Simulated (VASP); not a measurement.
# CsSnBr3 (Pm-3m) in VASP: notebook

The runs below take CsSnBr3 through relaxation of cell and atoms, with PBE+D3(BJ), PBEsol.

Everything below comes from runs of VASP 6.6.1. Logs are shortened: lines on timing, memory, paths and dates and some standing lists are left out, and cuts for length are marked.

## 1. The structure

It takes space group Pm-3m (No. 221, cubic). The conventional cell has a = 5.839 Å, b = 5.839 Å, c = 5.839 Å, α = 90.00°, β = 90.00°, γ = 90.00°. Around Cs (site symmetry m-3m) lie 12 Br at 4.13 Å. Around Sn (site symmetry m-3m) lie 6 Br at 2.92 Å. Around Br (site symmetry 4/mmm) lie 2 Sn at 2.92 Å.

The cell is a database's computed one.

## 2. Relaxation of cell and atoms, PBE+D3(BJ)

Input file INCAR:

```
SYSTEM = CsSnBr3
PREC = Accurate
ENCUT = 600
EDIFF = 1E-6
ISMEAR = 0
SIGMA = 0.03
LREAL = .FALSE.
LASPH = .TRUE.
NELM = 80
ALGO = Normal
ISIF = 3
LWAVE = .FALSE.
LCHARG = .FALSE.
GGA = PE
IVDW = 12
IBRION = 2
NSW = 90
EDIFFG = -0.01
```

Input file KPOINTS:

```
regular mesh
0
G
  6 6 6
  0 0 0
```

Input file POSCAR:

```
CsSnBr3
1.0
    5.8390056100      0.0000000000      0.0000000000
    0.0000000000      5.8390056100      0.0000000000
    0.0000000000      0.0000000000      5.8390056100
Cs Sn Br
1 1 3
Direct
    0.0000000000      0.0000000000      0.0000000000
    0.5000000000      0.5000000000      0.5000000000
    0.5000000000      0.0000000000      0.5000000000
    0.5000000000      0.5000000000      0.0000000000
    0.0000000000      0.5000000000      0.5000000000
```

Potentials or basis: VASP PAW PBE potentials, release 64 (Cs_sv, Sn_d, Br).

Started as:

```bash
cat potpaw_PBE.64/Cs_sv/POTCAR potpaw_PBE.64/Sn_d/POTCAR potpaw_PBE.64/Br/POTCAR > POTCAR
mpirun -np 1 vasp_std > vasp.out
```

OUTCAR:

```text
SYSTEM = CsSnBr3
   PREC = Accurate
   ENCUT = 600
   EDIFF = 1E-6
   ISMEAR = 0
   LREAL = .FALSE.
   LASPH = .TRUE.
   NELM = 80
   ISIF = 3
   GGA = PE
   IVDW = 12
   IBRION = 2
   NSW = 90
   EDIFFG = -0.01
 IVDW          = 12

 ion  position               nearest neighbor table
   1  0.000  0.000  0.000-
   2  0.500  0.500  0.500-   3 2.92   4 2.92   5 2.92   4 2.92   3 2.92   5 2.92
   3  0.500  0.000  0.500-   2 2.92   2 2.92
   4  0.500  0.500  0.000-   2 2.92   2 2.92
   5  0.000  0.500  0.500-   2 2.92   2 2.92

  LATTYP: Found a simple cubic cell.
 ALAT       =     5.8390056100

  Lattice vectors:

 A1 = (   5.8390056100,   0.0000000000,   0.0000000000)
 A2 = (   0.0000000000,   5.8390056100,   0.0000000000)
 A3 = (   0.0000000000,   0.0000000000,   5.8390056100)

Analysis of symmetry for initial positions (statically):
=====================================================================
 Subroutine PRICEL returns:
 Original cell was already a primitive cell.

 Routine SETGRP: Setting up the symmetry group for a
 simple cubic supercell.

 Subroutine GETGRP returns: Found 48 space group operations
 (whereof 48 operations were pure point group operations)
 out of a pool of 48 trial point group operations.

The static configuration has the point symmetry O_h .

Analysis of symmetry for dynamics (positions and initial velocities):
=====================================================================
 Subroutine PRICEL returns:
 Original cell was already a primitive cell.

 Routine SETGRP: Setting up the symmetry group for a
 simple cubic supercell.

 Subroutine GETGRP returns: Found 48 space group operations
 (whereof 48 operations were pure point group operations)
 out of a pool of 48 trial point group operations.

The dynamic configuration has the point symmetry O_h .

 Subroutine INISYM returns: Found 48 space group operations
 (whereof 48 operations are pure point group operations),
 and found     1 'primitive' translations

----------------------------------------------------------------------------------------

                                     Primitive cell

  volume of cell :     199.0750

  direct lattice vectors                    reciprocal lattice vectors
     5.839005610  0.000000000  0.000000000     0.171262038  0.000000000  0.000000000
     0.000000000  5.839005610  0.000000000     0.000000000  0.171262038  0.000000000
     0.000000000  0.000000000  5.839005610     0.000000000  0.000000000  0.171262038

  length of vectors
     5.839005610  5.839005610  5.839005610     0.171262038  0.171262038  0.171262038

  position of ions in fractional coordinates (direct lattice)
     0.000000000  0.000000000  0.000000000
     0.500000000  0.500000000  0.500000000
     0.500000000  0.000000000  0.500000000
     0.500000000  0.500000000  0.000000000
     0.000000000  0.500000000  0.500000000

  ion indices of the primitive-cell ions
   primitive index   ion index
                 1           1
                 2           2
                 3           3
                 4           4
                 5           5

----------------------------------------------------------------------------------------

 KPOINTS: regular mesh

Automatic generation of k-mesh.
 Grid dimensions read from file:
 generate k-points for:    6    6    6

 Generating k-lattice:

  Cartesian coordinates                     Fractional coordinates (reciprocal lattice)
     0.028543673  0.000000000  0.000000000     0.166666667  0.000000000  0.000000000
     0.000000000  0.028543673  0.000000000     0.000000000  0.166666667  0.000000000
     0.000000000  0.000000000  0.028543673     0.000000000  0.000000000  0.166666667

  Length of vectors
     0.028543673  0.028543673  0.028543673

  Shift w.r.t. Gamma in fractional coordinates (k-lattice)
     0.000000000  0.000000000  0.000000000

 Subroutine IBZKPT returns following result:
 ===========================================

 Found     20 irreducible k-points:

 Following reciprocal coordinates:
            Coordinates               Weight
  0.000000  0.000000  0.000000      1.000000
  0.166667  0.000000  0.000000      6.000000
  0.333333  0.000000  0.000000      6.000000
  0.500000  0.000000  0.000000      3.000000
  0.166667  0.166667  0.000000     12.000000
  0.333333  0.166667  0.000000     24.000000
[... 12 lines left out ...]
  0.500000  0.500000  0.333333      6.000000
  0.500000  0.500000  0.500000      1.000000
   k-points           NKPTS =     20   k-points in BZ     NKDIM =     20   number of bands    NBANDS=     26
   number of dos      NEDOS =    301   number of ions     NIONS =      5
   total plane-waves  NPLWV = 110592
   dimension x,y,z NGX =    48 NGY =   48 NGZ =   48
   dimension x,y,z NGXF=    96 NGYF=   96 NGZF=   96
   ions per type =               1   1   3
   NGX,Y,Z   is equivalent  to a cutoff of  13.67, 13.67, 13.67 a.u.
   NGXF,Y,Z  is equivalent  to a cutoff of  27.33, 27.33, 27.33 a.u.
 SYSTEM =  CsSnBr3
   PREC   = accura    normal or accurate (medium, high low for compatibility)
   ISTART =      0    job   : 0-new  1-cont  2-samecut
   ICHARG =      2    charge: 1-file 2-atom 10-const
   ISPIN  =      1    spin polarized calculation?
   LNONCOLLINEAR =      F non collinear calculations
   LSORBIT =      F    spin-orbit coupling
   LASPH  =      T    aspherical Exc in radial PAW
   ENCUT  =  600.0 eV  44.10 Ry    6.64 a.u.  11.66 11.66 11.66*2*pi/ulx,y,z
   NELM   =     80;   NELMIN=  2; NELMDL= -5     # of ELM steps
   EDIFF  = 0.1E-05   stopping-criterion for ELM
   LREAL  =      F    real-space projection
   EDIFFG = -.1E-01   stopping-criterion for IOM
   NSW    =     90    number of steps for IOM
   IBRION =      2    ionic relax: 0-MD 1-quasi-New 2-CG
   NFREE  =      1    steps in history (QN), initial steepest desc. (CG)
   ISIF   =      3    stress and relaxation
   ISYM   =      2    0-nonsym 1-usesym 2-fastsym
   POTIM  = 0.5000    time-step for ionic-motion
   TEBEG  =    0.0;   TEEND  =   0.0 temperature during run
   PSTRESS=    0.0 pullay stress
   NELECT =      44.0000    total number of electrons
   NUPDOWN=      -1.0000    fix difference up-down
   EMIN   =  10.00;   EMAX   =-10.00  energy-range for DOS
   EFERMI =   0.00;   METHOD = LEGACY
   ISMEAR =     0;   SIGMA  =   0.03  broadening in eV -4-tet -1-fermi 0-gaus
   EFERMI_NEDOS =   21; number of points for ismear=-14 and -15
   IALGO  =     38    algorithm
   IMIX   =      4    mixing-type and parameters
     AMIX     =   0.40;   BMIX     =  1.00
     AMIX_MAG =   1.60;   BMIX_MAG =  1.00
  volume/ion in A,a.u.               =      39.81       268.68
  Fermi-wavevector in a.u.,A,eV,Ry     =   0.989814  1.870477 13.330054  0.979731
  Thomas-Fermi vector in A             =   2.121439
   LORBIT       =      0    0 simple, 1 ext, 2 COOP (PROOUT), +10 PAW based schemes
   GGA     = PE    functional components
   LHFCALC =     F    Hartree Fock is set to
   AEXX    =    0.0000 exact exchange contribution
   IVDW    =    12    specifies the selected vdW correction
   LEPSILON=     F    determine dielectric tensor
   LRPA    =     F    only Hartree local field effects (RPA)
 conjugate gradient relaxation of ions
 non-spin polarized calculation
 Gauss-broadening in eV      SIGMA  =   0.03
  energy-cutoff  :      600.00
  volume of cell :      199.07
 maximum number of plane-waves:      6704
 NGX is ok and might be reduce to    48
   NGX = 23   NGY = 23   NGZ = 23

--------------------------------------- Ionic step        1  -------------------------------------------

 number of electron      44.0000008 magnetization

 Free energy of the ion-electron system (eV)
  ---------------------------------------------------
  ext. energy  EPLUGINS =         0.00000000
  ---------------------------------------------------
  free energy    TOTEN  =       -15.82405173 eV

  energy without entropy =      -15.82405173  energy(sigma->0) =      -15.82405173

------------------------ aborting loop because EDIFF is reached ----------------------------------------

 Edisp (eV)   -1.07518

 E8    (eV) :    -0.5059

  FORCE on cell =-STRESS in cart. coord.  units (eV):
  Direction    XX          YY          ZZ          XY          YZ          ZX
  --------------------------------------------------------------------------------------
  -------------------------------------------------------------------------------------
  Total      -0.30431    -0.30431    -0.30431     0.00000     0.00000    -0.00000
  in kB      -2.44908    -2.44908    -2.44908     0.00000     0.00000    -0.00000
  external pressure =       -2.45 kB  Pullay stress =        0.00 kB
[... 67 lines left out ...]
  energy  without entropy=      -16.9008240144  energy(sigma->0) =      -16.90082401

--------------------------------------- Ionic step        3  -------------------------------------------

 number of electron      44.0000013 magnetization

 Free energy of the ion-electron system (eV)
  ---------------------------------------------------
  ext. energy  EPLUGINS =         0.00000000
  ---------------------------------------------------
  free energy    TOTEN  =       -15.81296107 eV

  energy without entropy =      -15.81296107  energy(sigma->0) =      -15.81296107

 E-fermi :   2.4754     XC(G=0):  -7.7093

 val. band max:        2.3300905245   @ k =   0.5000   0.5000   0.5000
 cond. band min:       2.7693758242   @ k =   0.5000   0.5000   0.5000
 fundamental gap:      0.4392852997
 Fermi energy:         2.4753902735

 k-point     1 :       0.0000    0.0000    0.0000
  band No.  band energies     occupation
      1     -20.0134      2.00000
      2     -19.9218      2.00000
      3     -19.9218      2.00000
      4     -19.8926      2.00000
      5     -19.8926      2.00000
      6     -19.8926      2.00000
[... 605 lines left out ...]
  FREE ENERGIE OF THE ION-ELECTRON SYSTEM (eV)
  ---------------------------------------------------
  free  energy   TOTEN  =       -16.9008927770 eV

  energy  without entropy=      -16.9008927770  energy(sigma->0) =      -16.90089278

 reached required accuracy - stopping structural energy minimisation
```

Run time: 3.7 min. Hardware: 1 thread of Intel Xeon Platinum 8259CL at 2.50GHz (Skylake/Cascade Lake), shared host; peak memory 0.43 GiB.

Results:

* Free energy: -16.9009 eV
* Relaxed volume: 39.34 Å³/atom
* Relaxed cell: a = 5.816 Å, b = 5.816 Å, c = 5.816 Å, α = 90.00°, β = 90.00°, γ = 90.00°
* Space group after relaxing (to 0.05 Å): Pm-3m (No. 221)
* Energy gained by relaxing: 0.3 meV/atom
* Ionic steps: 3
* Pressure after relaxing: 0.0 GPa
* Band gap on the k mesh: 0.44 eV, direct
* Dispersion energy per atom: -0.218 eV

Step by step:
```
step  energy change (eV)  largest force (eV/Å)  pressure (GPa)  volume (Å³)
   1              0.0000                0.0000           -0.24       199.07
   2             -0.0016                0.0000           -0.05       197.33
   3             -0.0017                0.0000            0.01       196.71
```

Final structure:
```yaml
crystal:
  lattice:
    - [5.81577, 0.00000, 0.00000]
    - [0.00000, 5.81577, 0.00000]
    - [0.00000, 0.00000, 5.81577]
  atoms:
    - { symbol: Cs, position: [0.00000, 0.00000, 0.00000] }
    - { symbol: Sn, position: [0.50000, 0.50000, 0.50000] }
    - { symbol: Br, position: [0.50000, 0.00000, 0.50000] }
    - { symbol: Br, position: [0.50000, 0.50000, 0.00000] }
    - { symbol: Br, position: [0.00000, 0.50000, 0.50000] }
```

Levels at points of the mesh, in eV from the valence-band top:
| k point | band 18 | band 19 | band 20 | band 21 | band 22 | band 23 | band 24 | band 25 | band 26 |
| --- | --- | --- | --- | --- | --- | --- | --- | --- | --- |
| (0.00, 0.00, 0.00) | -3.11 | -3.11 | -2.97 | -2.97 | -2.97 | 2.17 | 3.18 | 3.18 | 3.84 |
| (0.50, 0.00, 0.00) | -3.29 | -3.25 | -3.10 | -3.10 | -2.04 | 1.44 | 3.61 | 4.25 | 4.25 |
| (0.50, 0.50, 0.00) | -3.40 | -3.37 | -3.37 | -2.62 | -1.00 | 0.98 | 0.98 | 3.90 | 4.32 |
| (0.50, 0.50, 0.50) | -3.40 | -2.60 | -2.60 | -2.60 | 0.00 | 0.44 | 0.44 | 0.44 | 3.65 |

Caveat: spin-orbit coupling is left out, which moves the levels of the heavy elements. A k mesh can miss the band edges.

[end of part 1 of 2]
